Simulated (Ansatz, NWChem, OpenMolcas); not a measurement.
**Swapping F for Cl on C: the HOMO–LUMO gap**

Gas-phase molecules. On one C centre that keeps H, n of the F ligands are replaced by Cl. The HOMO–LUMO gap y in eV at B3LYP/6-31G* (spherical functions). Shapes: PBE0-D4/def2-TZVP. Programs: Ansatz 0.2.0, NWChem 7.3.0, OpenMolcas 26.06. A level may come from different programs for different species; with the same settings they agree closely.

| molecule | n | y (eV) |
| --- | --- | --- |
| CHF3 | 0 | 13.78 |
| CHClF2 | 1 | 9.57 |
| CHCl2F | 2 | ? |
| CHCl3 | 3 | 7.53 |

Problem. Fit y = c + s·n to the known rows and predict CHCl2F.

Solution. 
1. Means of the 3 rows: n = 1.33333, y = 10.293.
2. Σ(Δn)² = 4.6667, Σ(Δn·Δy) = -9.0133, so the slope is -9.0133/4.6667 = -1.9314.
3. Intercept: 10.293 − (-1.9314) × 1.33333 = 12.868. The largest residual of the fit is 1.37.
4. CHCl2F: 12.868 + (-1.9314) × 2 = 9.01 eV.

The run gave 8.32 eV, so the prediction is off by +0.69 eV, within the largest residual. The step per swap drifts from -4.21 to -0.79 eV. Other levels give for CHCl2F: HF/STO-3G 19.27; HF/3-21G 16.55 eV. Orbital gaps aren't excitation energies, and the LUMO depends on the basis.

The gap narrows with every F-to-Cl swap, but most of the change comes with the first chlorine. This suggests a change in the character of the frontier orbitals rather than a steady substituent effect. Chlorine brings 3p lone pairs that are higher in energy and less tightly bound than fluorine 2p, and a C–Cl σ* orbital that lies low because the bond is longer and its overlap weaker. Once both are present, further chlorines probably act mainly through mixing among the lone pairs and among the σ* orbitals, which shifts the frontier levels less than their first appearance does.

The gap is therefore a convex function of n, and a straight line misses this curvature. It overshoots CHCl2F by +0.69 eV because it averages the steep first step with the shallower later ones, so its slope isn't a transferable increment per chlorine. The gaps alone can't show how much of the narrowing comes from a rising HOMO and how much from a falling LUMO.
